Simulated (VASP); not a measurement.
# BaZrO3: NMR shieldings

Aim: NMR shielding tensors and field gradients of BaZrO3. The cell has space group Pm-3m. The start is a cell from a database of measured crystal structures.

Program: VASP 6.6.1. Level of theory: PBE; plane waves and PAW (Ba_sv_GW, Zr_sv, O), in the first sound run; inputs show where later runs differ. Results are calculated unless marked as measured.

## Step 1: Starting point

The structure is cubic, space group Pm-3m (No. 221). Conventional cell: a = 4.191 Å, b = 4.191 Å, c = 4.191 Å, α = 90.00°, β = 90.00°, γ = 90.00°. Nearest to Ba lie 12 O at 2.96 Å. Nearest to Zr lie 6 O at 2.10 Å. O has 2 Zr at 2.10 Å and 4 Ba at 2.96 Å nearest. Farther neighbours and most contacts between anions are not listed.

As a file:

```xyz
5
Lattice="4.1913 0.0000 0.0000 0.0000 4.1913 0.0000 0.0000 0.0000 4.1913" Properties=species:S:1:pos:R:3 pbc="T T T"
Ba    0.0000    0.0000    0.0000
Zr    2.0957    2.0957    2.0957
O     0.0000    2.0957    2.0957
O     2.0957    0.0000    2.0957
O     2.0957    2.0957    0.0000
```

## Step 2: Relaxation

The atoms are relaxed first inside the given cell, which is kept (ISIF = 2), since values at the nuclei depend on the positions.

INCAR reads:

```
SYSTEM = BaZrO3
PREC = Accurate
ENCUT = 520
EDIFF = 1E-06
NELM = 100
ISMEAR = 0
SIGMA = 0.05
LREAL = .FALSE.
ALGO = Normal
GGA = PE
NBANDS = 26
LASPH = .TRUE.
LWAVE = .FALSE.
LCHARG = .FALSE.
KPAR = 2
IBRION = 2
NSW = 60
ISIF = 2
EDIFFG = -0.01
```

POSCAR reads:

```
BaZrO3
1.0
    4.1913400000      0.0000000000      0.0000000000
    0.0000000000      4.1913400000      0.0000000000
    0.0000000000      0.0000000000      4.1913400000
Ba Zr O
1 1 3
Direct
    0.0000000000      0.0000000000      0.0000000000
    0.5000000000      0.5000000000      0.5000000000
    0.0000000000      0.5000000000      0.5000000000
    0.5000000000      0.0000000000      0.5000000000
    0.5000000000      0.5000000000      0.0000000000
```

KPOINTS reads:

```
Automatic mesh
0
Gamma
5 5 5
0 0 0
```

Potentials, in the order of the species: Ba_sv_GW, Zr_sv and O (PBE family, release 64).

Run with:

```
$ mpirun -np 2 vasp_std
```

Log:

```text
[banner, memory and clock lines left out]
running    2 mpi-ranks, on    1 nodes
 distrk:  each k-point on    1 cores,    2 groups
 distr:  one band on    1 cores,    1 groups

 POSCAR found type information on POSCAR BaZrO
 POSCAR found :  3 types and       5 ions
 LDA part: xc-table for (Slater+PW92), standard interpolation
 POSCAR, INCAR and KPOINTS ok, starting setup
 FFT: planning ... GRIDC
 FFT: planning ... GRID_SOFT
 FFT: planning ... GRID
 WAVECAR not read
 entering main loop
       N       E                     dE             d eps       ncg     rms          rms(c)
DAV:   1     0.544419653144E+03    0.54442E+03   -0.19142E+04   520   0.162E+03
DAV:   2     0.213648633942E+02   -0.52305E+03   -0.51341E+03   728   0.506E+02
DAV:   3    -0.483489518941E+02   -0.69714E+02   -0.66099E+02   902   0.203E+02
DAV:   4    -0.513573716624E+02   -0.30084E+01   -0.30015E+01   920   0.400E+01
DAV:   5    -0.515165278790E+02   -0.15916E+00   -0.15905E+00   816   0.500E+00    0.289E+01
DAV:   6    -0.430221879233E+02    0.84943E+01   -0.44629E+01   572   0.439E+01    0.116E+01
DAV:   7    -0.431991277931E+02   -0.17694E+00   -0.53314E+00   934   0.212E+01    0.814E+00
DAV:   8    -0.431794137037E+02    0.19714E-01   -0.52575E-01   590   0.491E+00    0.121E+00
DAV:   9    -0.431572866963E+02    0.22127E-01   -0.15143E-01   846   0.264E+00    0.396E-01
DAV:  10    -0.431581976922E+02   -0.91100E-03   -0.12433E-02   630   0.897E-01    0.152E-01
DAV:  11    -0.431583085718E+02   -0.11088E-03   -0.10917E-03   932   0.337E-01    0.597E-02
DAV:  12    -0.431583258210E+02   -0.17249E-04   -0.88382E-05   666   0.738E-02    0.337E-02
DAV:  13    -0.431583278780E+02   -0.20570E-05   -0.12523E-05   786   0.320E-02    0.580E-03
DAV:  14    -0.431583263981E+02    0.14800E-05   -0.48704E-06   634   0.137E-02    0.236E-03
DAV:  15    -0.431583265333E+02   -0.13529E-06   -0.51164E-07   350   0.695E-03
   1 F= -.43158327E+02 E0= -.43158327E+02  d E =-.431583E+02
 curvature:   0.00 expect dE= 0.000E+00 dE for cont linesearch  0.000E+00
 trial: gam= 0.00000 g(F)=  0.000E+00 g(S)=  0.000E+00 ort = 0.000E+00 (trialstep = 0.100E+01)
 search vector abs. value=  0.100E-09
 reached required accuracy - stopping structural energy minimisation
```

Wall time 8.4 s (2 MPI ranks of AMD EPYC 9R45, shared host); peak memory 0.33 GiB.

Lines that name or quote the potential files are left out of all logs, and their timing lines are given in words.

Parts of OUTCAR (step 2):

```text
ion  position               nearest neighbor table
   1  0.000  0.000  0.000-
   2  0.500  0.500  0.500-   3 2.10   4 2.10   5 2.10   5 2.10   4 2.10   3 2.10
   3  0.000  0.500  0.500-   2 2.10   2 2.10
   4  0.500  0.000  0.500-   2 2.10   2 2.10
   5  0.500  0.500  0.000-   2 2.10   2 2.10

  LATTYP: Found a simple cubic cell.
 ALAT       =     4.1913400000

 Subroutine GETGRP returns: Found 48 space group operations
 (whereof 48 operations were pure point group operations)

The static configuration has the point symmetry O_h .

 Found     10 irreducible k-points:

   k-points           NKPTS =     10   k-points in BZ     NKDIM =     10   number of bands    NBANDS=     26

   dimension x,y,z NGX =    32 NGY =   32 NGZ =   32
   dimension x,y,z NGXF=    64 NGYF=   64 NGZF=   64

   ENCUT  =  520.0 eV  38.22 Ry    6.18 a.u.   7.79  7.79  7.79*2*pi/ulx,y,z

   NELECT =      40.0000    total number of electrons

 k-points in reciprocal lattice and weights: Automatic mesh
   0.00000000  0.00000000  0.00000000       0.008
   0.20000000  0.00000000  0.00000000       0.048
   0.40000000  0.00000000  0.00000000       0.048
   0.20000000  0.20000000  0.00000000       0.096
   0.40000000  0.20000000  0.00000000       0.192
   0.40000000  0.40000000  0.00000000       0.096
   0.20000000  0.20000000  0.20000000       0.064
   0.40000000  0.20000000  0.20000000       0.192
   0.40000000  0.40000000  0.20000000       0.192
   0.40000000  0.40000000  0.40000000       0.064

 average (electrostatic) potential at core
       1 -78.8024       2 -76.7180       3 -67.9242       4 -67.9242       5 -67.9242

 E-fermi :   5.4187

 k-point     1 :       0.0000    0.0000    0.0000
  band No.  band energies     occupation
    ...
     16       4.1798      2.00000
     17       4.1798      2.00000
     18       4.9810      2.00000
     19       4.9810      2.00000
     20       4.9810      2.00000
     21       8.4101      0.00000
     22       8.4101      0.00000
     23       8.4101      0.00000
     24       9.9229      0.00000
     25       9.9229      0.00000
    ...

 k-point     2 :       0.2000    0.0000    0.0000
  band No.  band energies     occupation
    ...
     16       3.8641      2.00000
     17       3.9342      2.00000
     18       4.1596      2.00000
     19       4.8693      2.00000
     20       4.8693      2.00000
     21       8.5243      0.00000
     22       9.2321      0.00000
     23       9.2321      0.00000
     24      10.4975      0.00000
     25      10.5250      0.00000
    ...

 k-point     3 :       0.4000    0.0000    0.0000
  band No.  band energies     occupation
    ...
     16       3.5055      2.00000
     17       3.5099      2.00000
     18       3.5927      2.00000
     19       4.7642      2.00000
     20       4.7642      2.00000
     21       8.7368      0.00000
     22      10.6210      0.00000
     23      10.6210      0.00000
     24      11.4987      0.00000
     25      11.6944      0.00000
    ...

  Total        1.9162913      1.9162913      1.9162913      0.0000000      0.0000000      0.0000000
  in kB       41.6978279     41.6978279     41.6978279      0.0000000      0.0000000      0.0000000
  external PRESSURE =      41.6978279 kB  Pullay stress =       0.0000000 kB

  energy-cutoff  :      520.00
  volume of cell :       73.63
      direct lattice vectors                 reciprocal lattice vectors
     4.191340000  0.000000000  0.000000000     0.238587182  0.000000000  0.000000000
     0.000000000  4.191340000  0.000000000     0.000000000  0.238587182  0.000000000
     0.000000000  0.000000000  4.191340000     0.000000000  0.000000000  0.238587182

 POSITION                                       TOTAL-FORCE (eV/Angst)
 -----------------------------------------------------------------------------------
      0.00000      0.00000      0.00000         0.000000      0.000000      0.000000
      2.09567      2.09567      2.09567         0.000000      0.000000      0.000000
      0.00000      2.09567      2.09567         0.000000      0.000000      0.000000
      2.09567      0.00000      2.09567         0.000000      0.000000      0.000000
      2.09567      2.09567      0.00000         0.000000      0.000000      0.000000
 -----------------------------------------------------------------------------------
    total drift:                                0.000000     -0.000000     -0.000000

  FREE ENERGIE OF THE ION-ELECTRON SYSTEM (eV)
  ---------------------------------------------------
  free  energy   TOTEN  =       -43.1583265333 eV

  energy  without entropy=      -43.1583265333  energy(sigma->0) =      -43.15832653

 reached required accuracy - stopping structural energy minimisation

[... 3 further parts left out ...]
```

CONTCAR:

```
BaZrO3
   1.00000000000000
     4.1913400000000003    0.0000000000000000    0.0000000000000000
     0.0000000000000000    4.1913400000000003    0.0000000000000000
     0.0000000000000000    0.0000000000000000    4.1913400000000003
  Ba              Zr              O
     1     1     3
Direct
     0.0000000000000000    0.0000000000000000    0.0000000000000000
     0.5000000000000000    0.5000000000000000    0.5000000000000000
     0.0000000000000000    0.5000000000000000    0.5000000000000000
     0.5000000000000000    0.0000000000000000    0.5000000000000000
     0.5000000000000000    0.5000000000000000    0.0000000000000000
```

The run keeps the 48 symmetry operations of its start, so it cannot find a distortion of lower symmetry.

The forces vanish from the start, and no atom moves.

This step gave:

```
free energy (TOTEN) : -43.16 eV
Fermi energy        : 5.419 eV
pressure            : 4.170 GPa
```

The forces stay under 1e-4 eV/Å.

## Step 3: Ground state

This step: LDA; plane waves and PAW (Ba_sv_GW, Zr_sv, O) (VASP 6.6.1).

The next steps need an insulator, so the gap is checked first.

INCAR reads:

```
SYSTEM = BaZrO3
PREC = Accurate
ENCUT = 520
EDIFF = 1E-07
NELM = 100
ISMEAR = 0
SIGMA = 0.01
LREAL = .FALSE.
ALGO = Normal
GGA = CA
NBANDS = 26
LASPH = .TRUE.
LORBIT = 11
LWAVE = .FALSE.
LCHARG = .FALSE.
KPAR = 2
```

POSCAR is that of step 2.

KPOINTS is that of step 2.

Run with:

```
$ mpirun -np 2 vasp_std
```

Log:

```text
[banner, memory and clock lines left out]
running    2 mpi-ranks, on    1 nodes
 distrk:  each k-point on    1 cores,    2 groups
 distr:  one band on    1 cores,    1 groups

 POSCAR found type information on POSCAR BaZrO
 POSCAR found :  3 types and       5 ions
|                                                                             |
|               ----> ADVICE to this user running VASP <----                  |
|                                                                             |
|     You enforced a specific xc type in the INCAR file but a different       |
|     [... a line on the potential file left out ...]
|     I HOPE YOU KNOW WHAT YOU ARE DOING!                                     |
|                                                                             |

 LDA part: xc-table for (Slater(with rela. corr.)+CA(PZ))
 , standard interpolation
 POSCAR, INCAR and KPOINTS ok, starting setup
 FFT: planning ... GRIDC
 FFT: planning ... GRID_SOFT
 FFT: planning ... GRID
 WAVECAR not read
 entering main loop
       N       E                     dE             d eps       ncg     rms          rms(c)
DAV:   1     0.534299274931E+03    0.53430E+03   -0.19109E+04   520   0.162E+03
DAV:   2     0.171413284141E+02   -0.51716E+03   -0.50759E+03   720   0.504E+02
DAV:   3    -0.519940255051E+02   -0.69135E+02   -0.65602E+02   910   0.201E+02
DAV:   4    -0.549807999295E+02   -0.29868E+01   -0.29798E+01   912   0.400E+01
DAV:   5    -0.551418082445E+02   -0.16101E+00   -0.16092E+00   848   0.499E+00    0.295E+01
DAV:   6    -0.474561474149E+02    0.76857E+01   -0.41324E+01   572   0.417E+01    0.126E+01
DAV:   7    -0.474665668688E+02   -0.10419E-01   -0.51728E+00   926   0.206E+01    0.866E+00
DAV:   8    -0.473899597908E+02    0.76607E-01   -0.47977E-01   582   0.473E+00    0.110E+00
DAV:   9    -0.473725351065E+02    0.17425E-01   -0.12160E-01   878   0.238E+00    0.474E-01
DAV:  10    -0.473719860356E+02    0.54907E-03   -0.12634E-02   598   0.881E-01    0.169E-01
DAV:  11    -0.473719302200E+02    0.55816E-04   -0.10579E-03   866   0.362E-01    0.584E-02
DAV:  12    -0.473719232192E+02    0.70008E-05   -0.58890E-05   740   0.584E-02    0.319E-02
DAV:  13    -0.473719228160E+02    0.40319E-06   -0.10743E-05   822   0.298E-02    0.412E-03
DAV:  14    -0.473719226610E+02    0.15501E-06   -0.29527E-06   768   0.101E-02    0.249E-03
DAV:  15    -0.473719225696E+02    0.91430E-07   -0.52669E-07   534   0.561E-03
   1 F= -.47371923E+02 E0= -.47371923E+02  d E =-.987697-138
```

The job ended after 6.8 s (2 MPI ranks; peak memory 0.28 GiB; 13 s of CPU time).

Parts of OUTCAR (step 3):

```text
The static configuration has the point symmetry O_h .

 Found     10 irreducible k-points:

   NELECT =      40.0000    total number of electrons

 E-fermi :   4.8780

 k-point     1 :       0.0000    0.0000    0.0000
  band No.  band energies     occupation
    ...
     16       3.7914      2.00000
     17       3.7914      2.00000
     18       4.6211      2.00000
     19       4.6211      2.00000
     20       4.6211      2.00000
     21       7.9248      0.00000
     22       7.9248      0.00000
     23       7.9248      0.00000
     24       9.4173      0.00000
     25       9.4173      0.00000
    ...

 k-point     2 :       0.2000    0.0000    0.0000
  band No.  band energies     occupation
    ...
     16       3.4647      2.00000
     17       3.5329      2.00000
     18       3.7798      2.00000
     19       4.5074      2.00000
     20       4.5074      2.00000
     21       8.0407      0.00000
     22       8.7705      0.00000
     23       8.7705      0.00000
     24      10.0086      0.00000
     25      10.0295      0.00000
    ...

  Total       -2.1114125     -2.1114125     -2.1114125     -0.0000000     -0.0000000     -0.0000000
  in kB      -45.9435968    -45.9435968    -45.9435968     -0.0000000     -0.0000000     -0.0000000
  external PRESSURE =     -45.9435968 kB  Pullay stress =       0.0000000 kB

  FREE ENERGIE OF THE ION-ELECTRON SYSTEM (eV)
  ---------------------------------------------------
  free  energy   TOTEN  =       -47.3719225696 eV

  energy  without entropy=      -47.3719225696  energy(sigma->0) =      -47.37192257

 total charge
# of ion       s       p       d       f       tot
--------------------------------------------------
    1        1.879   4.510   0.103   0.020   6.511
    2        2.204   6.084   1.452   0.000   9.740
    3        1.549   3.458   0.000   0.000   5.006
    4        1.549   3.458   0.000   0.000   5.006
    5        1.549   3.458   0.000   0.000   5.006
--------------------------------------------------
tot          8.729  20.967   1.554   0.020  31.270

[... 9 parts as in an earlier step ...]

[... 5 further parts left out ...]
```

The gap is read on the k-mesh alone, so it is an upper bound where the band edges lie off the mesh. The PAW data sets were made with PBE, though LDA sets exist; this is a small mismatch.

A gap read on the k-mesh alone can miss the band edges.

This step gave:

```
free energy (TOTEN)            : -47.37 eV
Fermi energy                   : 4.878 eV
pressure                       : -4.594 GPa
gap on the k-mesh              : 3.223 eV
least direct gap on the k-mesh : 3.304 eV
```

The cell has a gap of 3.22 eV on this mesh and a pressure of -4.6 GPa, which holds the misfit of the given cell and coordinates with this functional, and any error of cutoff, mesh and data sets. Spin-orbit coupling is left out, which can shift or reorder these edges.

[end of part 1 of 3]

[Lines on the potential files, build, host, timing and source positions are cut from VASP's logs without a mark.]

[Logs are printed without paths, hosts, clocks, repeated set-up lines and the standing remarks that a program may print on its own settings, such as how far it seeks lower states.]

[Hosts, paths, dates, database ids (printed as entryN), source tags and the programs' standing remarks are cut or masked in the printed files.]
